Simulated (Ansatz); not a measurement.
## Ag in Ansatz: the effect of functional

The system is Ag.

```
CELL_PARAMETERS angstrom
0.00000 2.06963 2.06963
2.06963 0.00000 2.06963
2.06963 2.06963 0.00000
ATOMIC_POSITIONS crystal
Ag 0.00000 0.00000 0.00000
```

The cell isn't the ideal one: volume scaled by 1.04.

Alike in all runs:

- Program: Ansatz 0.2.0
- Task: single point
- Potentials or basis: Ansatz PAW
- k mesh: 11 × 11 × 11
- Occupations: fermi-dirac, width 0.05 eV
- Spin: no spin polarisation

One run gave: pressure 0.4 GPa. Which functional did it use?
A. r2SCAN
B. LDA
C. PBE

C.

| functional | cutoff | pressure (GPa) |
| --- | --- | --- |
| LDA | 420 eV (not typed: the program's choice for these potentials) | -10.8 |
| r2SCAN | 500 eV (not typed: the program's choice for these potentials) | -2.6 |
| PBE | 420 eV (not typed: the program's choice for these potentials) | 0.4 |

Caveats: the PAW data sets come from PBE, with cores solved anew for the run's functional, which leaves a small shift of forces and pressure (some runs).
